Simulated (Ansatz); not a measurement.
# HfO2: how well frozen cores do, part 2 of 2

Aim: solve HfO2 at one geometry with LAPW, all electrons, frozen-core PAW and all-electron PAW on datasets made for the crystal, and see where they agree.

Ansatz 0.2.0; DFT PBE; a database cell (COD). «Crystal datasets» are all-electron PAW datasets made for this crystal. Earlier steps stand in the parts before.

**4. All-electron PAW on datasets made for the crystal**

File input.yaml:

```yaml
crystal:
  lattice:
    - [0.0, 2.5575, 2.5575]
    - [2.5575, 0.0, 2.5575]
    - [2.5575, 2.5575, 0.0]
  atoms:
    - { symbol: Hf, position: [0.0, 0.0, 0.0] }
    - { symbol: O, position: [0.25, 0.25, 0.25] }
    - { symbol: O, position: [0.75, 0.75, 0.75] }
kpoints:
  mp_grid: { grid: [8, 8, 8] }
  band_path:
    path:
      - [0.0, 0.0, 0.0]
      - [0.5, 0.0, 0.5]
      - [0.625, 0.25, 0.625]
      - [0.375, 0.375, 0.75]
      - [0.0, 0.0, 0.0]
      - [0.5, 0.5, 0.5]
      - [0.5, 0.25, 0.75]
      - [0.5, 0.0, 0.5]
    npoints: 8
scf:
  occupations: { method: fermi_dirac, width: 0.01 }
hamiltonian:
  xc: pbe
  pseudopotentials: { kind: all_electron, datasets: crystal }
output:
  forces: true
  stress: true
  eigenvalues: true
  efg: { contact_densities: true }
```

Log:

```text
hamiltonian.pseudopotentials.datasets: crystal makes datasets for this crystal and solves the spheres of its atoms anew in each pass: cutoff 440.0 eV, the density's 1760.0 eV; for an error of 0.50 meV an atom under PBE, 1.5 meV for the cell; an energy difference from a run of another recipe may be off by several times the error for the cell, under r2SCAN by more, where some 0.1 meV an atom stays at smaller errors; O in spheres of 0.931 Å, 6 of its electrons in bands; Hf in spheres of 1.275 Å, 26 of its electrons in bands
Hf: output.efg is read without spin–orbit coupling, which moves field gradients at and beside such atoms by some per cent and up to a factor of two; PAW files take it under magnetization.noncollinear and magnetization.spin_orbit
Engine: ansatz 0.2.0
Pseudopotentials: kind: all_electron
Pseudopotential: Hf, paw, valence charge 26, recommended cutoff 440 eV (normal), Koelling and Harmon's equation, gaussian nucleus
Pseudopotential: O, paw, valence charge 6, recommended cutoff 440 eV (normal), Koelling and Harmon's equation, gaussian nucleus
Functional definition: PBE
  parameter kappa = 0.804
  parameter beta = 0.06672455060314922
  exchange = pbe_x(kappa = kappa, mu = beta*pi^2/3)
  correlation = pbe_c(beta = beta)
Crystal: 3 atoms, lattice volume = 33.456 Å³
Basis set: ecut = 440 eV, 725 PW (Γ), exchange–correlation on 50×50×50 points (8 copies of the dense FFT grid, shifted against one another)
Bands: 23, of which v1, the nominal top of the filled ones, is band 19 counted from 1 (18 counted from 0)
Symmetry: 48 space group operations
Space group: Fm-3m (ITA 225), of the structure as read, at distance tolerance 3.2e-5 Å
k-points: 29 of 512
Non-local potential: Hf, projectors of the file, l = 0: 2, l = 1: 2, l = 2: 1, l = 3: 2
Non-local potential: O, projectors of the file, l = 0: 1, l = 1: 2
PAW form: soft (Blöchl's): semilocal exchange-correlation on the pseudo side does not see the compensation charge
PAW one-centre angular grid: Hf, 590 points (default); XC on its mesh's 1799 points in the sphere
PAW one-centre angular grid: O, 110 points (default); XC on its mesh's 1921 points in the sphere
Initial density: superposition of atomic densities (neutral atoms: chi_scale 0, normalization atom)
Initial wavefunctions: pseudopotential atomic-orbital guess
Functional: x = pbe(κ = 0.804, μ = 0.2195149727645171), c = pbe(β = 0.06672455060314922)
iter 1 solved again at ethr=4.01e-2 eV; its pass at ethr=1.00e-1 eV (dr2=1.53e1 eV) is discarded
SCF iter   1: F=—  HF=-414356.290576 eV  |F-HF|=—  |Δ(HF+E_count)|=         —  Δρ=2.10e-1  dr2=1.51e1  ethr=4.01e-2  ⟨swp⟩=2.0  Hψ=3168  notcnv=0
preconditioner: auto → none  [insulator: Δε(μ)=6.877 eV  Ē_g=18.514 eV  σ=0.010 eV  W_gap=1.00  n_scr=14 (ndim 8)  ℏωp=38.5 eV  f_vac=0.000  D(μ)=0.00/eV (n_scr^D=0)  ε∞_Penn≈5.3]
SCF iter   2: F=—  HF=-414353.546141 eV  |F-HF|=—  |Δ(HF+E_count)|=    2.74e0  Δρ=1.57e-1  dr2=5.53e0  ethr=3.97e-2  ⟨swp⟩=4.0  Hψ=1784  notcnv=0
iter 3 solved again at ethr=5.89e-4 eV; its pass at ethr=1.45e-2 eV (dr2=2.24e-1 eV) is discarded
SCF iter   3: F=—  HF=-414352.197023 eV  |F-HF|=—  |Δ(HF+E_count)|=    1.35e0  Δρ=2.64e-2  dr2=2.24e-1  ethr=5.89e-4  ⟨swp⟩=2.2  Hψ=3040  notcnv=0  defer=2
SCF iter   4: F=—  HF=-414352.198260 eV  |F-HF|=—  |Δ(HF+E_count)|=   1.24e-3  Δρ=1.15e-2  dr2=4.64e-2  ethr=5.89e-4  ⟨swp⟩=3.8  Hψ=1732  notcnv=0  defer=1
SCF iter   5: F=—  HF=-414352.179657 eV  |F-HF|=—  |Δ(HF+E_count)|=   1.86e-2  Δρ=4.35e-3  dr2=8.82e-3  ethr=1.22e-4  ⟨swp⟩=3.0  Hψ=1869  notcnv=0  defer=1
SCF iter   6: F=—  HF=-414352.179221 eV  |F-HF|=—  |Δ(HF+E_count)|=   4.36e-4  Δρ=2.47e-3  dr2=2.91e-3  ethr=2.32e-5  ⟨swp⟩=4.0  Hψ=1789  notcnv=0  defer=1
SCF iter   7: F=—  HF=-414352.178426 eV  |F-HF|=—  |Δ(HF+E_count)|=   7.95e-4  Δρ=4.28e-4  dr2=8.83e-5  ethr=7.66e-6  ⟨swp⟩=3.8  Hψ=1690  notcnv=0
SCF iter   8: F=—  HF=-414352.178427 eV  |F-HF|=—  |Δ(HF+E_count)|=   1.02e-6  Δρ=1.13e-4  dr2=6.03e-6  ethr=2.32e-7  ⟨swp⟩=4.0  Hψ=1732  notcnv=0
SCF iter   9: F=—  HF=-414352.178429 eV  |F-HF|=—  |Δ(HF+E_count)|=   2.06e-6  Δρ=5.52e-5  dr2=1.43e-6  ethr=1.59e-8  ⟨swp⟩=3.0  Hψ=1278  notcnv=0
SCF iter  10: F=—  HF=-414352.178429 eV  |F-HF|=—  |Δ(HF+E_count)|=   3.45e-7  Δρ=1.77e-5  dr2=1.53e-7  ethr=3.77e-9  ⟨swp⟩=3.1  Hψ=1312  notcnv=0
SCF iter  11: F=-414352.178429 eV  HF=-414352.178429 eV  |F-HF|=2.44e-9  |Δ(HF+E_count)|=   5.19e-8  Δρ=2.49e-6  dr2=2.92e-9  ethr=4.01e-10  ⟨swp⟩=3.0  Hψ=1406  notcnv=0
SCF 1 converged in 11 iterations: F = -414352.178428 eV  dr2 = 2.92e-9
  Residual-converged pass: ⟨swp⟩=3.0  Hψ=1327  notcnv=0  max |occ|·‖R‖ = 6.5e-6 eV (tolerance 6.5e-6 eV)  dr2=2.89e-9  dr2_onsite=1.11e-9  max |Δocc| = 0.0e0
NSCF: frozen V_eff on 57 k-points
SCF converged after 11 iterations
Free energy (F): -414352.178428 eV
Harris-Foulkes:  -414352.178428 eV  (|F-HF|=2.44e-9)
Internal energy: -414352.178428 eV  (E = F + TS)
E sigma→0 (E₀):  -414352.178428 eV
Past the cutoff: the bands carry plane waves up to 1.75 times it, of which those up to 1.5 times it add -0.000231 eV an atom, each by itself; the spheres take 0.000164 eV an atom off the energy for waves past 1.75 times it
By the cutoff:   a pressure is off by up to 0.007 GPa (1.2 times the spheres' own share and the shells' term, over an atom's volume, and 0.004 GPa: a bound that held against runs at twice the plane waves)
Past the cutoffs: a stress includes 0.0020 GPa for waves and charges beyond them, in addition to the slope of what the spheres take
In the spheres:  the bands' charges fall short by 8.3e-7 e at most (sound up to 1e-3)
Fermi energy:    17.630075 eV
--- Per-component energies (eV) ---
  The terms above E_closure are by the made datasets' own strengths, without shells solved beside the bands.
--- Forces (eV/Å), atoms counted from 1 ---
  atom   1  Hf    -0.00000000     0.00000000     0.00000000
  atom   2  O      0.00000000    -0.00000000    -0.00000000
  atom   3  O      0.00000000    -0.00000000    -0.00000000
  max |Σ_I F_I| component: 8.10e-18 eV/Å
--- Stress (GPa, compression-positive) ---
       -2.458061       0.000000       0.000000
        0.000000      -2.458061       0.000000
       -0.000000      -0.000000      -2.458061
  P = ⅓ Tr σ = -2.4581 GPa (-24.581 kbar)
--- PAW observables at the nuclei: V_zz in 10²¹ V/m², potentials from the cell's mean, atoms counted from 1 ---
  atom   1  Hf V_zz =    -0.000000   η = 0.0000   by run symmetry: forbidden
            electrostatic potential = -14179.868642 V   contact ρ = 7525153.752696 e/Å³
  atom   2  O  V_zz =    -0.000000   η = 0.0000   by run symmetry: forbidden
            electrostatic potential = -631.344751 V   contact ρ = 2156.944997 e/Å³
  atom   3  O  V_zz =    -0.000000   η = 0.0000   by run symmetry: forbidden
            electrostatic potential = -631.344751 V   contact ρ = 2156.944997 e/Å³
--- Band table (eV; the first three rows and the last of 29) ---
  k-point 0: bands = ["-45.3852", "-13.9080", "-13.9080", "-13.9080", "-2.8348", "-0.0976", "4.6911", "4.6911", "4.6911", "4.7518", "4.7518", "4.7518", "4.9472", "10.5438", "10.5438", "10.5438", "15.1685", "15.1685", "15.1685", "19.5904"]
  k-point 1: bands = ["-45.3835", "-13.9687", "-13.9147", "-13.9147", "-2.6415", "-0.2317", "4.6939", "4.6939", "4.6947", "4.7468", "4.7468", "4.7520", "4.9056", "10.6926", "10.6926", "10.9533", "14.7089", "14.8925", "14.8925", "19.8631"]
  k-point 2: bands = ["-45.3792", "-14.1100", "-13.9307", "-13.9307", "-2.1806", "-0.5121", "4.6997", "4.6997", "4.7062", "4.7368", "4.7368", "4.7523", "4.8305", "11.0577", "11.0577", "11.8997", "13.8010", "14.3835", "14.3835", "20.2732"]
  k-point 28: bands = ["-45.3692", "-14.1734", "-14.1734", "-14.0214", "-0.9985", "-0.9985", "4.7168", "4.7175", "4.7196", "4.7232", "4.7232", "4.7427", "4.7427", "10.5853", "10.7997", "13.2394", "13.2394", "14.3733", "15.5720", "20.4856"]
```

Run time: 15 s. Hardware: 1 thread, shared host.

In short: pressure -2.46 GPa; gap 3.71 eV, direct at X.

```
atom  contact density (e/Å³)
 Hf1                 7525154
  O2                2156.945
```

**5. Side by side**

Highest filled and lowest empty level at the labelled points (eV from each run's valence-band top):

```
point  LAPW top  LAPW bottom  PAW top  PAW bottom  crystal datasets top  crystal datasets bottom
    Γ     -0.60         3.82    -0.61        3.82                 -0.60                     3.82
    X      0.00         3.71     0.00        3.72                  0.00                     3.71
    U     -0.33         4.23    -0.33        4.23                 -0.33                     4.23
    K     -0.33         4.23    -0.33        4.23                 -0.33                     4.23
    Γ     -0.60         3.82    -0.61        3.82                 -0.60                     3.82
    L     -1.81         4.51    -1.81        4.52                 -1.81                     4.51
    W     -0.20         4.71    -0.20        4.72                 -0.20                     4.71
    X      0.00         3.71     0.00        3.72                  0.00                     3.71
```

| method | pressure (GPa) | gap (eV) | SCF cycles, all passes |
| --- | --- | --- | --- |
| LAPW | -2.46 | 3.71 | 10 |
| PAW | -2.46 | 3.72 | 6 |
| crystal datasets | -2.46 | 3.71 | 11 |

**6. Results**

The summary covers parts 1 to 2.

```
           quantity                                              value
           pressure  LAPW -2.46, PAW -2.46, crystal datasets -2.46 GPa
         gap (LAPW)                               3.71 eV, direct at X
Bader charges (PAW)                              Hf1 +2.69, O2 -1.34 e
```

**Reading.** The pressure of -2.5 GPa pushes the cell to shrink, with the atoms held in place. A gap opens: 3.71 eV, direct at X. Spin-orbit coupling is left out, though the cell holds Hf; it can shift such gaps by tenths of an eV. O 2p states make 94 % of the projected weight in the top eV of the valence band. The projection holds only the free atom's occupied shells (Hf 6s, Hf 5d, O 2s, O 2p in this range). PAW lies less than 0.01 GPa from LAPW in pressure and less than 0.01 eV in the gap.

The gaps are Kohn-Sham values of a semilocal functional, not quasiparticle or optical gaps. Such gaps usually fall short of the measured ones.
